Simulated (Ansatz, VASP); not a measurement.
# P in VASP and in Ansatz

```
P
1.0
     4.79370    0.00000    0.00000
     0.00000    4.79370    0.00000
     0.00000    0.00000    2.32668
P
3
Direct
  0.00000 0.00000 0.00000
  0.00000 0.50000 0.00000
  0.50000 0.00000 0.00000
```

Alike in both runs: functional PBE; k mesh 10 × 10 × 20; occupations gaussian, width 0.1 eV; no spin polarisation.

Ansatz relaxed the structure, and its values are those at the end. VASP's run is a single point on that final structure, the one shown.

|  | VASP | Ansatz |
| --- | --- | --- |
| version | VASP 6.6.1 | Ansatz 0.2.0 |
| potentials or method | VASP PAW PBE potentials, release 64 (P) | scalar-relativistic, plane waves, PAW |
| plane-wave cutoff (eV) | 520 | 420 |
| valence electrons in the cell | 15 | 15 |

VASP gave:

- gap on the k mesh at the Fermi level (eV): none
- pressure (GPa): -0.2

Question: What did Ansatz give for the same quantities?

Answer: gap on the k mesh at the Fermi level (eV): none; pressure (GPa): 0.0.

A gap of «none» marks a metal or a gap that the smearing closes.
